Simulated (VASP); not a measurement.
# WSe2 (P6_3/mmc) in VASP: further runs

The runs below take WSe2 through relaxation of cell and atoms, with PBE+D3(BJ).

Everything below comes from runs of VASP 6.6.1. Logs are shortened: lines on timing, memory, paths and dates and some standing lists are left out, and cuts for length are marked.

### Step 1. The crystal as given

The structure is hexagonal, space group P6_3/mmc (No. 194). The conventional cell has a = 3.290 Å, b = 3.290 Å, c = 12.970 Å, α = 90.00°, β = 90.00°, γ = 120.00°. W (site symmetry -6m2) is surrounded by 6 Se at 2.53 Å. Se (site symmetry 3m) has 3 W at 2.53 Å as nearest neighbours.

### Step 2. Relaxation of cell and atoms, PBE+D3(BJ)

The input, INCAR:

```
SYSTEM = WSe2
ALGO     = Normal         ! electronic algorithm
EDIFF    = 1E-6           ! SCF threshold, eV
EDIFFG   = -0.01          ! ionic threshold
ENCUT    = 600            ! plane-wave cutoff, eV
GGA      = PE             ! functional
IBRION   = 2              ! ionic algorithm
ISIF     = 3              ! what is computed and relaxed
ISMEAR   = 0              ! smearing method
IVDW     = 12             ! dispersion correction
KPAR     = 4            
LASPH    = .TRUE.         ! aspherical terms in the spheres
LCHARG   = .FALSE.        ! write CHGCAR
LREAL    = .FALSE.        ! projectors in reciprocal space
LWAVE    = .FALSE.        ! write WAVECAR
NELM     = 80             ! most SCF steps
NSW      = 90             ! ionic steps
PREC     = Accurate       ! precision mode
SIGMA    = 0.03           ! smearing width, eV
```

The input, KPOINTS:

```
k-points
0
G
  9 9 2
  0 0 0
```

The input, POSCAR:

```
WSe2
1.0
    3.2900000000      0.0000000000      0.0000000000
   -1.6450000000      2.8492235785      0.0000000000
    0.0000000000      0.0000000000     12.9700000000
W Se
2 4
Direct
    0.3333333333      0.6666666667      0.2500000000
    0.6666666667      0.3333333333      0.7500000000
    0.3333333333      0.6666666667      0.6210000000
    0.6666666667      0.3333333333      0.1210000000
    0.3333333333      0.6666666667      0.8790000000
    0.6666666667      0.3333333333      0.3790000000
```

Potentials or basis: VASP PAW PBE potentials, release 64 (W_sv, Se).

Started as:

```sh
cat potpaw_PBE.64/W_sv/POTCAR potpaw_PBE.64/Se/POTCAR > POTCAR
mpirun -np 4 vasp_std > vasp.out
```

OUTCAR:

```text
SYSTEM = WSe2
   EDIFF = 1E-6
   EDIFFG = -0.01
   ENCUT = 600
   GGA = PE
   IBRION = 2
   ISIF = 3
   ISMEAR = 0
   IVDW = 12
   LASPH = .TRUE.
   LREAL = .FALSE.
   NELM = 80
   NSW = 90
   PREC = Accurate
 IVDW          = 12

 ion  position               nearest neighbor table
   1  0.333  0.667  0.250-   4 2.53   6 2.53   4 2.53   6 2.53   4 2.53   6 2.53
   2  0.667  0.333  0.750-   3 2.53   5 2.53   3 2.53   5 2.53   3 2.53   5 2.53
   3  0.333  0.667  0.621-   2 2.53   2 2.53   2 2.53
   4  0.667  0.333  0.121-   1 2.53   1 2.53   1 2.53
   5  0.333  0.667  0.879-   2 2.53   2 2.53   2 2.53
   6  0.667  0.333  0.379-   1 2.53   1 2.53   1 2.53

  LATTYP: Found a hexagonal cell.
 ALAT       =     3.2900000000
 C/A-ratio  =     3.9422492401

  Lattice vectors:

 A1 = (   3.2900000000,   0.0000000000,   0.0000000000)
 A2 = (  -1.6450000000,   2.8492235785,   0.0000000000)
 A3 = (   0.0000000000,   0.0000000000,  12.9700000000)

Analysis of symmetry for initial positions (statically):
=====================================================================
 Subroutine PRICEL returns:
 Original cell was already a primitive cell.

 Routine SETGRP: Setting up the symmetry group for a
 hexagonal supercell.

 Subroutine GETGRP returns: Found 24 space group operations
 (whereof 12 operations were pure point group operations)
 out of a pool of 24 trial point group operations.

The static configuration has the point symmetry D_3d.
 The point group associated with its full space group is D_6h.

Analysis of symmetry for dynamics (positions and initial velocities):
=====================================================================
 Subroutine PRICEL returns:
 Original cell was already a primitive cell.

 Routine SETGRP: Setting up the symmetry group for a
 hexagonal supercell.

 Subroutine GETGRP returns: Found 24 space group operations
 (whereof 12 operations were pure point group operations)
 out of a pool of 24 trial point group operations.

The dynamic configuration has the point symmetry D_3d.
 The point group associated with its full space group is D_6h.

 Subroutine INISYM returns: Found 24 space group operations
 (whereof 12 operations are pure point group operations),
 and found     1 'primitive' translations

----------------------------------------------------------------------------------------

                                     Primitive cell

  volume of cell :     121.5801

  direct lattice vectors                    reciprocal lattice vectors
     3.290000000  0.000000000  0.000000000     0.303951368  0.175486404  0.000000000
    -1.645000000  2.849223579  0.000000000     0.000000000  0.350972808  0.000000000
     0.000000000  0.000000000 12.970000000     0.000000000  0.000000000  0.077101002

  length of vectors
     3.290000000  3.290000000 12.970000000     0.350972808  0.350972808  0.077101002

  position of ions in fractional coordinates (direct lattice)
     0.333333333  0.666666667  0.250000000
     0.666666667  0.333333333  0.750000000
     0.333333333  0.666666667  0.621000000
     0.666666667  0.333333333  0.121000000
     0.333333333  0.666666667  0.879000000
     0.666666667  0.333333333  0.379000000

  ion indices of the primitive-cell ions
   primitive index   ion index
                 1           1
                 2           2
                 3           3
                 4           4
                 5           5
                 6           6

----------------------------------------------------------------------------------------

 KPOINTS: k-points

Automatic generation of k-mesh.
 Grid dimensions read from file:
 generate k-points for:    9    9    2

 Generating k-lattice:

  Cartesian coordinates                     Fractional coordinates (reciprocal lattice)
     0.033772374  0.019498489  0.000000000     0.111111111 -0.000000000  0.000000000
     0.000000000  0.038996979  0.000000000     0.000000000  0.111111111  0.000000000
     0.000000000  0.000000000  0.038550501     0.000000000  0.000000000  0.500000000

  Length of vectors
     0.038996979  0.038996979  0.038550501

  Shift w.r.t. Gamma in fractional coordinates (k-lattice)
     0.000000000  0.000000000  0.000000000

 Subroutine IBZKPT returns following result:
 ===========================================

 Found     24 irreducible k-points:

 Following reciprocal coordinates:
            Coordinates               Weight
  0.000000  0.000000  0.000000      1.000000
  0.111111  0.000000  0.000000      6.000000
  0.222222 -0.000000  0.000000      6.000000
  0.333333  0.000000  0.000000      6.000000
  0.444444 -0.000000  0.000000      6.000000
  0.111111  0.111111  0.000000      6.000000
[... 16 lines left out ...]
  0.333333  0.222222  0.500000     12.000000
  0.333333  0.333333  0.500000      2.000000
   k-points           NKPTS =     24   k-points in BZ     NKDIM =     24   number of bands    NBANDS=     31
[... 37 lines left out ...]
     AMIX_MAG =   1.60;   BMIX_MAG =  1.00
  volume/ion in A,a.u.               =      20.26       136.74
  Fermi-wavevector in a.u.,A,eV,Ry     =   1.233451  2.330884 20.699914  1.521401
  Thomas-Fermi vector in A             =   2.368180
   LORBIT       =      0    0 simple, 1 ext, 2 COOP (PROOUT), +10 PAW based schemes
   GGA     = PE    functional components
   LHFCALC =     F    Hartree Fock is set to
   AEXX    =    0.0000 exact exchange contribution
   IVDW    =    12    specifies the selected vdW correction
   LEPSILON=     F    determine dielectric tensor
   LRPA    =     F    only Hartree local field effects (RPA)
 conjugate gradient relaxation of ions
 non-spin polarized calculation
 Gauss-broadening in eV      SIGMA  =   0.03
  energy-cutoff  :      600.00
  volume of cell :      121.58
 maximum number of plane-waves:      4120
 NGX is ok and might be reduce to    28
   NGX = 13   NGY = 13   NGZ = 51

--------------------------------------- Ionic step        1  -------------------------------------------

 number of electron      51.9999998 magnetization

 Free energy of the ion-electron system (eV)
  ---------------------------------------------------
  ext. energy  EPLUGINS =         0.00000000
  ---------------------------------------------------
  free energy    TOTEN  =       -43.12908252 eV

  energy without entropy =      -43.12908252  energy(sigma->0) =      -43.12908252

------------------------ aborting loop because EDIFF is reached ----------------------------------------

 Edisp (eV)   -2.79099

 E8    (eV) :    -1.2448

  FORCE on cell =-STRESS in cart. coord.  units (eV):
  Direction    XX          YY          ZZ          XY          YZ          ZX
  --------------------------------------------------------------------------------------
  -------------------------------------------------------------------------------------
  Total      -0.06508    -0.06508     0.70847     0.00000     0.00000    -0.00000
  in kB      -0.85765    -0.85765     9.33619     0.00000     0.00000    -0.00000
  external pressure =        2.54 kB  Pullay stress =        0.00 kB

 VOLUME and BASIS-vectors are now :
 -----------------------------------------------------------------------------
  energy-cutoff  :      600.00
  volume of cell :      121.58
      direct lattice vectors                 reciprocal lattice vectors
     3.290000000  0.000000000  0.000000000     0.303951368  0.175486404  0.000000000
    -1.645000000  2.849223579  0.000000000     0.000000000  0.350972808  0.000000000
     0.000000000  0.000000000 12.970000000     0.000000000  0.000000000  0.077101002
[... 265 lines left out ...]
 POSITION                                       TOTAL-FORCE (eV/Angst)
 -----------------------------------------------------------------------------------
     -0.00000      1.89382      3.21030         0.000000     -0.000000     -0.000000
      1.64010      0.94691      9.63091        -0.000000     -0.000000     -0.000000
     -0.00000      1.89382      7.94452         0.000000     -0.000000     -0.015678
      1.64010      0.94691      1.52392        -0.000000      0.000000     -0.015678
     -0.00000      1.89382     11.31729         0.000000     -0.000000      0.015678
      1.64010      0.94691      4.89669        -0.000000      0.000000      0.015678
 -----------------------------------------------------------------------------------
    total drift:                               -0.000000      0.000000     -0.000000

  FREE ENERGIE OF THE ION-ELECTRON SYSTEM (eV)
  ---------------------------------------------------
  free  energy   TOTEN  =       -45.9313352016 eV

  energy  without entropy=      -45.9313352016  energy(sigma->0) =      -45.93133520

--------------------------------------- Ionic step        8  -------------------------------------------

 number of electron      52.0000002 magnetization

 Free energy of the ion-electron system (eV)
  ---------------------------------------------------
  ext. energy  EPLUGINS =         0.00000000
  ---------------------------------------------------
  free energy    TOTEN  =       -43.08363911 eV

  energy without entropy =      -43.08363911  energy(sigma->0) =      -43.08363911

 E-fermi :   6.7270     XC(G=0): -10.8906

 val. band max:        6.5038230007   @ k =   0.0000   0.0000   0.0000
 cond. band min:       7.4950955321   @ k =   0.2222   0.1111   0.0000
 fundamental gap:      0.9912725314
 Fermi energy:         6.7270119363

 k-point     1 :       0.0000    0.0000    0.0000
  band No.  band energies     occupation
      1     -67.8422      2.00000
      2     -67.8422      2.00000
      3     -32.0903      2.00000
      4     -32.0903      2.00000
      5     -31.9548      2.00000
      6     -31.9548      2.00000
[... 831 lines left out ...]
 POSITION                                       TOTAL-FORCE (eV/Angst)
 -----------------------------------------------------------------------------------
     -0.00000      1.89449      3.19791         0.000000     -0.000000      0.000000
      1.64067      0.94724      9.59374        -0.000000      0.000000      0.000000
     -0.00000      1.89449      7.90774        -0.000000      0.000000     -0.002078
      1.64067      0.94724      1.51191         0.000000     -0.000000     -0.002078
     -0.00000      1.89449     11.27975        -0.000000      0.000000      0.002078
      1.64067      0.94724      4.88392         0.000000     -0.000000      0.002078
 -----------------------------------------------------------------------------------
    total drift:                               -0.000000      0.000000     -0.000000

  FREE ENERGIE OF THE ION-ELECTRON SYSTEM (eV)
  ---------------------------------------------------
  free  energy   TOTEN  =       -45.9316686512 eV

  energy  without entropy=      -45.9316686512  energy(sigma->0) =      -45.93166865

 reached required accuracy - stopping structural energy minimisation
```

It took 2 min on 4 MPI ranks of AMD EPYC 9R45 (Zen 5), shared host; peak memory 0.34 GiB.

What came out:

- Free energy: -45.9317 eV
- Relaxed volume: 19.88 Å³/atom
- Relaxed cell: a = 3.281 Å, b = 3.281 Å, c = 12.792 Å, α = 90.00°, β = 90.00°, γ = 120.00°
- Space group after relaxing (to 0.05 Å): P6_3/mmc (No. 194)
- Energy gained by relaxing: 1.9 meV/atom
- Ionic steps: 8
- Pressure after relaxing: 0.0 GPa
- Band gap on the k mesh: 0.99 eV, indirect (least direct gap 1.56 eV)
- Dispersion energy per atom: -0.475 eV

Forces in eV/Å, atoms in the order of the input:
```
W    0.000  0.000  0.000
W    0.000  0.000  0.000
Se   0.000  0.000 -0.002
Se   0.000  0.000 -0.002
Se   0.000  0.000  0.002
Se   0.000  0.000  0.002
```

The path:
| step | energy change (eV) | largest force (eV/Å) | pressure (GPa) | volume (Å³) |
| --- | --- | --- | --- | --- |
| 1 | 0.0000 | 0.2220 | 0.25 | 121.58 |
| 2 | -0.0001 | 0.1180 | -1.41 | 122.14 |
| 3 | -0.0034 | 0.0495 | -0.59 | 121.86 |
| 4 | -0.0061 | 0.0522 | 0.00 | 120.88 |
| 5 | -0.0061 | 0.0527 | 0.05 | 120.78 |
| 6 | -0.0079 | 0.0435 | 0.02 | 120.50 |
| 7 | -0.0113 | 0.0157 | 0.00 | 119.66 |
| 8 | -0.0116 | 0.0021 | 0.00 | 119.28 |

Final structure:
```
W Se
1.0
     3.28134    0.00000    0.00000
    -1.64067    2.84173    0.00000
     0.00000    0.00000   12.79166
W Se
2 4
Direct
  0.33333 0.66667 0.25000
  0.66667 0.33333 0.75000
  0.33333 0.66667 0.61819
  0.66667 0.33333 0.11819
  0.33333 0.66667 0.88181
  0.66667 0.33333 0.38181
```

Caveat: spin-orbit coupling is left out, which moves the levels of the heavy elements; an odd mesh through Γ misses points on the zone boundary, where band edges often lie.

### Step 3. Relaxation of cell and atoms, PBE+D3(BJ)

This run uses another cell than the first one, of 19.88 Å³/atom, 0.981 times its volume.

INCAR: that of step 2 with these lines changed.

```diff
@@ -2,4 +2,4 @@
 ALGO     = Normal         ! electronic algorithm
-EDIFF    = 1E-6           ! SCF threshold, eV
-EDIFFG   = -0.01          ! ionic threshold
+EDIFF    = 1E-7           ! SCF threshold, eV
+EDIFFG   = -0.005         ! ionic threshold
 ENCUT    = 600            ! plane-wave cutoff, eV
```

KPOINTS is that of step 2.

The input, POSCAR:

```
WSe2                                    
1.0
    3.2813445385     -0.0000000000     -0.0000000000
   -1.6406722692      2.8417277289      0.0000000000
    0.0000000000      0.0000000000     12.7916582722
  W               Se            
     2     4
Direct
     0.3333333332999970    0.6666666667000030    0.2500000000000000
     0.6666666667000030    0.3333333332999970    0.7500000000000000
     0.3333333332999970    0.6666666667000030    0.6181949419086210
     0.6666666667000030    0.3333333332999970    0.1181949419086209
     0.3333333332999970    0.6666666667000030    0.8818050580913790
     0.6666666667000030    0.3333333332999970    0.3818050580913791
```

Potentials or basis: VASP PAW PBE potentials, release 64 (W_sv, Se).

Started as:

```sh
cat potpaw_PBE.64/W_sv/POTCAR potpaw_PBE.64/Se/POTCAR > POTCAR
mpirun -np 4 vasp_std > vasp.out
```

Run time: 28 s. Hardware: 4 MPI ranks of AMD EPYC 9R45 (Zen 5), shared host; peak memory 0.3 GiB.

Results (log left out):

```
Free energy                : -45.9314 eV
Pressure after relaxing    : 0.0 GPa
Band gap on the k mesh     : 0.99 eV, indirect (least direct gap 1.56 eV)
Dispersion energy per atom : -0.475 eV
```

Forces on the atoms (eV/Å):
```
W    0.000  0.000  0.000
W    0.000  0.000  0.000
Se   0.000  0.000 -0.002
Se   0.000  0.000 -0.002
Se   0.000  0.000  0.002
Se   0.000  0.000  0.002
```

Final structure:
```
W Se
1.0
     3.28134    0.00000    0.00000
    -1.64067    2.84173    0.00000
     0.00000    0.00000   12.79166
W Se
2 4
Cartesian
  0.0000 1.8945 3.1979
  1.6407 0.9472 9.5937
  0.0000 1.8945 7.9077
  1.6407 0.9472 1.5119
  0.0000 1.8945 11.2797
  1.6407 0.9472 4.8839
```

Levels at points of the mesh, in eV from the valence-band top:
```
           k point  band 22  band 23  band 24  band 25  band 26  band 27  band 28  band 29  band 30  band 31
(0.00, 0.00, 0.00)    -1.45    -1.45    -1.19    -0.96     0.00     2.62     2.63     2.67     2.68     2.69
(0.00, 0.00, 0.50)    -1.49    -1.49    -1.49    -0.20    -0.20     2.62     2.62     2.62     2.62     2.83
```

Caveat: the relaxation stopped at its first step, so nothing moved; spin-orbit coupling is left out, which moves the levels of the heavy elements; an odd mesh through Γ misses points on the zone boundary, where band edges often lie.

### Step 4. Relaxation of cell and atoms, PBE+D3(BJ)

The input, INCAR:

```
SYSTEM = WSe2
ALGO = Normal
EDIFF = 1E-6
EDIFFG = -0.01
ENCUT = 600
GGA = PE
IBRION = 2
ISIF = 3
ISMEAR = 0
IVDW = 12
KPAR = 2
LASPH = .True.
LCHARG = .False.
LREAL = .False.
LWAVE = .False.
NELM = 80
NSW = 90
PREC = Accurate
SIGMA = 0.03
```

The input, KPOINTS:

```
k-points
0
Gamma
  9 9 2
  0 0 0
```

The input, POSCAR:

```
WSe2
1.0
    3.2900000000      0.0000000000      0.0000000000
   -1.6450000000      2.8492235785      0.0000000000
    0.0000000000      0.0000000000     12.9700000000
W Se
2 4
Direct
    0.3333333333      0.6666666667      0.2500000000
    0.6666666667      0.3333333333      0.7500000000
    0.3333333333      0.6666666667      0.6210000000
    0.6666666667      0.3333333333      0.1210000000
    0.3333333333      0.6666666667      0.8790000000
    0.6666666667      0.3333333333      0.3790000000
```

Started as:

```sh
cat potpaw_PBE.64/W_sv/POTCAR potpaw_PBE.64/Se/POTCAR > POTCAR
mpirun -np 2 vasp_std > vasp.out
```

It took 3.6 min on 2 MPI ranks of Intel Xeon Platinum 8488C (Sapphire Rapids), shared host; peak memory 0.34 GiB.

The run converged. Its results:

```yaml
Free_energy: -45.9317 eV
Relaxed_volume: 19.88 Å³/atom
Relaxed_cell: a = 3.281 Å, b = 3.281 Å, c = 12.792 Å, α = 90.00°, β = 90.00°, γ = 120.00°
Space_group_after_relaxing_to_0.05_Å: P6_3/mmc (No. 194)
Energy_gained_by_relaxing: 1.9 meV/atom
Ionic_steps: 8
Pressure_after_relaxing: 0.0 GPa
Band_gap_on_the_k_mesh: 0.99 eV, indirect (least direct gap 1.56 eV)
Dispersion_energy_per_atom: -0.475 eV
```

Forces in eV/Å, atoms in the order of the input:
```
W    0.000  0.000  0.000
W    0.000  0.000  0.000
Se   0.000  0.000 -0.002
Se   0.000  0.000 -0.002
Se   0.000  0.000  0.002
Se   0.000  0.000  0.002
```

Step by step:
| step | energy change (eV) | largest force (eV/Å) | pressure (GPa) | volume (Å³) |
| --- | --- | --- | --- | --- |
| 1 | 0.0000 | 0.2220 | 0.25 | 121.58 |
| 2 | -0.0001 | 0.1180 | -1.41 | 122.14 |
| 3 | -0.0034 | 0.0495 | -0.59 | 121.86 |
| 4 | -0.0061 | 0.0522 | 0.00 | 120.88 |
| 5 | -0.0061 | 0.0527 | 0.05 | 120.78 |
| 6 | -0.0079 | 0.0435 | 0.02 | 120.50 |
| 7 | -0.0113 | 0.0157 | 0.00 | 119.66 |
| 8 | -0.0116 | 0.0021 | 0.00 | 119.28 |

Final structure:
```
W Se
1.0
     3.28134    0.00000    0.00000
    -1.64067    2.84173    0.00000
     0.00000    0.00000   12.79166
W Se
2 4
Cartesian
  0.0000 1.8945 3.1979
  1.6407 0.9472 9.5937
  0.0000 1.8945 7.9077
  1.6407 0.9472 1.5119
  0.0000 1.8945 11.2797
  1.6407 0.9472 4.8839
```

Levels at points of the mesh, in eV from the valence-band top:
```
           k point  band 22  band 23  band 24  band 25  band 26  band 27  band 28  band 29  band 30  band 31
(0.00, 0.00, 0.00)    -1.45    -1.45    -1.19    -0.96     0.00     2.62     2.62     2.67     2.68     2.69
(0.00, 0.00, 0.50)    -1.49    -1.49    -1.49    -0.20    -0.20     2.62     2.62     2.62     2.62     2.83
```

Caveat: spin-orbit coupling is left out, which moves the levels of the heavy elements; an odd mesh through Γ misses points on the zone boundary, where band edges often lie.
